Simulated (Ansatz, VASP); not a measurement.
## One calculation of AgCl (Chlorargyrite), two programs

```
Ag Cl
1.0
     0.00000    2.73500    2.73500
     2.73500    0.00000    2.73500
     2.73500    2.73500    0.00000
Ag Cl
1 1
Direct
  0.00000 0.00000 0.00000
  0.50000 0.50000 0.50000
```

Alike in both runs: task single point; functional PBEsol; k mesh 8 × 8 × 8; occupations fermi-dirac, width 0.05 eV; no spin polarisation.

|  | VASP | Ansatz |
| --- | --- | --- |
| version | VASP 6.6.1 | Ansatz 0.2.0 |
| potentials or method | VASP PAW PBE potentials, release 64 (Ag, Cl) | Ansatz PAW |
| plane-wave cutoff (eV) | 520 | 420 |
| valence electrons in the cell | 18 | 26 |

Ansatz gave:

- gap on the k mesh at the Fermi level (eV): 0.73
- least direct gap on the mesh (eV): 3.18
- pressure (GPa): -0.7

What did VASP give for the same quantities?

gap on the k mesh at the Fermi level (eV): 0.72; least direct gap on the mesh (eV): 3.18; pressure (GPa): -0.8.

With one functional, cell and mesh, what is left measures potentials, basis and numerics. The two sets of potentials don't hold the same shells in valence.

Caveats: the PAW data sets were made with another functional, which shifts forces and pressure a little (VASP); the PAW data sets come from PBE, with cores solved anew for the run's functional, which leaves a small shift of forces and pressure (Ansatz). PBEsol gaps usually lie below the measured ones, often by a third to a half. A k mesh can miss the band edges.
